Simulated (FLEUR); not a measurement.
# Yb (Im-3m) in FLEUR: settings compared

One crystal, Yb, is run at these levels: BLYP, Wu-Cohen GGA; tasks: equation of state, band structure.

All numbers are computed with FLEUR MaX-R8.1 (later development tree); they aren't measurements. Logs are shortened: lines on timing, memory, paths and dates and some standing lists are left out, and cuts for length are marked.

### 1 The structure

It takes space group Im-3m (No. 229, cubic). The conventional cell has a = 4.303 Å, b = 4.303 Å, c = 4.303 Å, α = 90.00°, β = 90.00°, γ = 90.00°. Yb (site symmetry m-3m) has 8 Yb at 3.73 Å as nearest neighbours.

This isn't the form of Yb at room conditions, which is fcc.

### 2 Equation of state, BLYP, collinear spin, ferromagnetic start, 38.24 Å³/atom (volume scaled by 0.96)

inp.xml

```xml
<?xml version="1.0" encoding="UTF-8" standalone="no"?>
<fleurInput fleurInputVersion="0.39">
   <comment>
      Yb                                                                                                  
   </comment>
   <calculationSetup>
      <cutoffs Kmax="4.1" Gmax="12.7" GmaxXC="12.7" numbands="0"/>
      <scfLoop itmax="60" minDistance="0.00001" maxIterBroyd="15" imix="Anderson" alpha="0.05" precondParam="0.0" spinf="2.0" sdNocoIR="T"/>
      <coreElectrons ctail="T" frcor="F" kcrel="0" coretail_lmax="0"/>
      <xcFunctional name="LibXC" relativisticCorrections="F">
         <LibXCName exchange="gga_x_b88" correlation="gga_c_lyp"/>
      </xcFunctional>
      <magnetism jspins="2"/>
      <soc l_soc="F" theta="0.0" phi="0.0" spav="F"/>
      <expertModes spex="0" secvar="F"/>
      <geometryOptimization l_f="F" forcealpha="1.0" forcemix="BFGS" epsdisp="0.00001" epsforce="0.00001"/>
      <ldaU l_linMix="F" mixParam="0.05" spinf="1.0"/>
   </calculationSetup>
   <cell>
      <bzIntegration valenceElectrons="24.0" mode="hist" fermiSmearingEnergy="0.00183747">
         <kPointListSelection listName="default-1"/>
         <!-- k-points included here -->
         <xi:include xmlns:xi="http://www.w3.org/2001/XInclude" href="kpts.xml"> </xi:include>
      </bzIntegration>
      <!-- symmetry operations included here -->
      <xi:include xmlns:xi="http://www.w3.org/2001/XInclude" href="sym.xml"> </xi:include>
      <bulkLattice scale="0.9864848297">
         <bravaisMatrix>
            <row-1>   -4.0657136317327813     4.0657136317327813     4.0657136317327813</row-1>
            <row-2>    4.0657136317327813    -4.0657136317327813     4.0657136317327813</row-2>
            <row-3>    4.0657136317327813     4.0657136317327813    -4.0657136317327813</row-3>
         </bravaisMatrix>
      </bulkLattice>
   </cell>
   <atomSpecies>
      <species name="Ytterbium 1.000" element="Yb" atomicNumber="70">
         <mtSphere radius="2.66" gridPoints="879" logIncrement="0.015"/>
         <atomicCutoffs lmax="11" lnonsphr="8"/>
         <electronConfig flipSpins="F">
            <coreConfig>(1s1/2) (2s1/2) (2p1/2) (2p3/2) (3s1/2) (3p1/2) (3p3/2) (4s1/2) (3d3/2) (3d5/2) (4p1/2) (4p3/2) (4d3/2) (4d5/2)</coreConfig>
            <valenceConfig>(5s1/2) (5p1/2) (5p3/2) (6s1/2) (4f5/2) (4f7/2)</valenceConfig>
         </electronConfig>
         <energyParameters s="6" p="5" d="5" f="4"/>
         <lo type="SCLO" l="0" n="5" eDeriv="0"/>
         <lo type="HELO" l="1" n="6" eDeriv="0"/>
         <lo type="HELO" l="1" n="6" eDeriv="1"/>
         <lo type="SCLO" l="2" n="5" eDeriv="2"/>
         <lo type="SCLO" l="3" n="4" eDeriv="2"/>
      </species>
   </atomSpecies>
   <atomGroups>
      <atomGroup species="Ytterbium 1.000">
         <relPos label="                   1">.0000000000 .0000000000 .0000000000</relPos>
         <force calculate="T" relaxXYZ="TTT"/>
      </atomGroup>
   </atomGroups>
   <output dos="F" band="F" slice="F">
      <checks vchk="F" cdinf="F"/>
      <bandDOS minEnergy="-.5*Htr" maxEnergy="0.5*Htr" sigma="0.015" storeEVData="T"/>
      <vacuumDOS vacdos="F" integ="F" star="F" nstars="0" locx1="0.0" locy1="0.0" locx2="0.0" locy2="0.0" nstm="0" tworkf="0.0"/>
      <unfoldingBand unfoldBand="F" supercellX="1" supercellY="1" supercellZ="1"/>
      <plotting iplot="0" polar="F">
         <plot TwoD="T" vec1="  1.0  0.0  0.0" vec2="  0.0  1.0  0.0" vec3="  0.0  0.0  1.0" zero="  0.0  0.0  0.0" file="plot"/>
      </plotting>
      <chargeDensitySlicing numkpt="0" minEigenval="0.0" maxEigenval="0.0" nnne="0" pallst="F"/>
      <specialOutput eonly="F"/>
      <moessbauerParams electricFieldGradient="T" isomerShift="T" coreHyperfine="T" valenceHyperfine="T"/>
      <magneticCircularDichroism mcd="F" energyLo="-10.0" energyUp="0.0"/>
   </output>
  <!-- We include the file relax.xml here to enable relaxations (see documentation) -->
  <xi:include xmlns:xi="http://www.w3.org/2001/XInclude" href="relax.xml"> <xi:fallback/> </xi:include>
</fleurInput>
```

Potentials or basis: all-electron, FLAPW.

Command:

```bash
$ inpgen -f crystal.txt -profile fastHighL
$ # inp.xml edited to the form shown
$ fleur_MPI -warn_only
```

Log:

```text
Welcome to FLEUR        (www.flapw.de)
      MaX-Release 8.1          (www.max-centre.eu)
 func_ids         131         106         131         106
The functional 'Becke 88' is an exchange functional, it belongs to the 'GGA' family and is defined in the reference(s):
[1] A. D. Becke.,  Phys. Rev. A 38, 3098 (1988)
The functional 'Lee, Yang & Parr' is a correlation functional, it belongs to the 'GGA' family and is defined in the reference(s):
[1] C. Lee, W. Yang, and R. G. Parr.,  Phys. Rev. B 37, 785 (1988)
[2] B. Miehlich, A. Savin, H. Stoll, and H. Preuss.,  Chem. Phys. Lett. 157, 200 (1989)
 Using same functional for VXC and EXC

 ========== k-point set info ==========
 Selected k-point list: default-1
 k-point list type: mesh
 9 x 9 x 9
 Number of k points: 35

 ------------Calculation Setup---------------------------
 Number of MPI-tasks      :            1
 Number of PE/node        :            1
 Number of OMP-threads    :            1
 Most efficient MPI parallelization for:
           1           5           7          35
 Additional eigenvalue parallelization possible
 Number of basis functions:          356
 Approximate size of matrices (H+S) per k-point:         0.002 GB
 --------------------------------------------------------
 Iteration:     1   Distance:      41.57093671 me/bohr^3
 Iteration:     2   Distance:      39.25501122 me/bohr^3
 Iteration:     3   Distance:      28.97734008 me/bohr^3
 Iteration:     4   Distance:       3.38802195 me/bohr^3
 Iteration:     5   Distance:      15.31254569 me/bohr^3
 Iteration:     6   Distance:       4.20946002 me/bohr^3
 Iteration:     7   Distance:       2.86805887 me/bohr^3
 Iteration:     8   Distance:       1.51642129 me/bohr^3
 Iteration:     9   Distance:       0.81795268 me/bohr^3
 Iteration:    10   Distance:       0.43868116 me/bohr^3
 Iteration:    11   Distance:       0.17817802 me/bohr^3
 Iteration:    12   Distance:       0.15966500 me/bohr^3
 Iteration:    13   Distance:       0.01158070 me/bohr^3
 Iteration:    14   Distance:       0.00794137 me/bohr^3
 Iteration:    15   Distance:       0.02188877 me/bohr^3
 Iteration:    16   Distance:       0.00591038 me/bohr^3
 Iteration:    17   Distance:       0.00273405 me/bohr^3
 Iteration:    18   Distance:       0.00830066 me/bohr^3
 Iteration:    19   Distance:       0.00274605 me/bohr^3
 Iteration:    20   Distance:       0.00020315 me/bohr^3
 Iteration:    21   Distance:       0.00065004 me/bohr^3
 Iteration:    22   Distance:       0.00001811 me/bohr^3
 Iteration:    23   Distance:       0.00000390 me/bohr^3

 ********************************************************************
 Run finished successfully
 Stop message:
   all done
 ********************************************************************
```

Wall time 53 s (1 thread of Arm Neoverse V2, shared host); peak memory 0.12 GiB.

Results:

* Free energy: -383049.1902 eV
* Band gap on the k mesh: none (metal or under the smearing width)
* Net moment: 0.00 μB per cell
* Valence electrons inside the program's atomic spheres: Yb 22.08 (radii Yb 2.66 bohr)

Caveat: spin-orbit coupling is left out, which moves the levels of the heavy elements.

### 3 Equation of state, BLYP, collinear spin, ferromagnetic start, 39.84 Å³/atom

inp.xml, as its differences from that of step 2:

```diff
@@ -26,3 +26,3 @@
       <xi:include xmlns:xi="http://www.w3.org/2001/XInclude" href="sym.xml"> </xi:include>
-      <bulkLattice scale="0.9864848297">
+      <bulkLattice scale="1.0000000000">
          <bravaisMatrix>
```

Potentials or basis: all-electron, FLAPW.

Command:

```bash
$ inpgen -f crystal.txt -profile fastHighL
$ # inp.xml edited to the form shown
$ fleur_MPI -warn_only
```

Wall time 57 s (1 thread of Arm Neoverse V2, shared host); peak memory 0.12 GiB.

The run converged. Its results:

| Item | Value |
| --- | --- |
| Free energy | -383049.1741 eV |
| Band gap on the k mesh | none (metal or under the smearing width) |
| Net moment | 0.00 μB per cell |
| Valence electrons inside the program's atomic spheres | Yb 22.07 (radii Yb 2.66 bohr) |

Caveat: spin-orbit coupling is left out, which moves the levels of the heavy elements.

### 4 Equation of state, BLYP, collinear spin, ferromagnetic start, 41.43 Å³/atom (volume scaled by 1.04)

inp.xml, as its differences from that of step 3:

```diff
@@ -26,3 +26,3 @@
       <xi:include xmlns:xi="http://www.w3.org/2001/XInclude" href="sym.xml"> </xi:include>
-      <bulkLattice scale="1.0000000000">
+      <bulkLattice scale="1.0131594038">
          <bravaisMatrix>
```

Command:

```bash
$ inpgen -f crystal.txt -profile fastHighL
$ # inp.xml edited to the form shown
$ fleur_MPI -warn_only
```

Wall time 49 s (1 thread of Arm Neoverse V2, shared host); peak memory 0.12 GiB.

The run converged. Its results:

```yaml
Free_energy: -383049.1530 eV
Band_gap_on_the_k_mesh: none (metal or under the smearing width)
Net_moment: 0.00 μB per cell
Valence_electrons_inside_the_program's_atomic_spheres: Yb 22.05 (radii Yb 2.66 bohr)
```

Caveat: spin-orbit coupling is left out, which moves the levels of the heavy elements.

### 5 Equation of state, BLYP, collinear spin, ferromagnetic start, 42.23 Å³/atom (volume scaled by 1.06)

inp.xml, as its differences from that of step 4:

```diff
@@ -26,3 +26,3 @@
       <xi:include xmlns:xi="http://www.w3.org/2001/XInclude" href="sym.xml"> </xi:include>
-      <bulkLattice scale="1.0131594038">
+      <bulkLattice scale="1.0196128224">
          <bravaisMatrix>
```

Command:

```bash
$ inpgen -f crystal.txt -profile fastHighL
$ # inp.xml edited to the form shown
$ fleur_MPI -warn_only
```

Wall time 50 s (1 thread of Arm Neoverse V2, shared host); peak memory 0.12 GiB.

It converged, with:

```yaml
Free_energy: -383049.1426 eV
Band_gap_on_the_k_mesh: none (metal or under the smearing width)
Net_moment: 0.00 μB per cell
Valence_electrons_inside_the_program's_atomic_spheres: Yb 22.05 (radii Yb 2.66 bohr)
```

Caveat: spin-orbit coupling is left out, which moves the levels of the heavy elements.

[end of part 1 of 2]
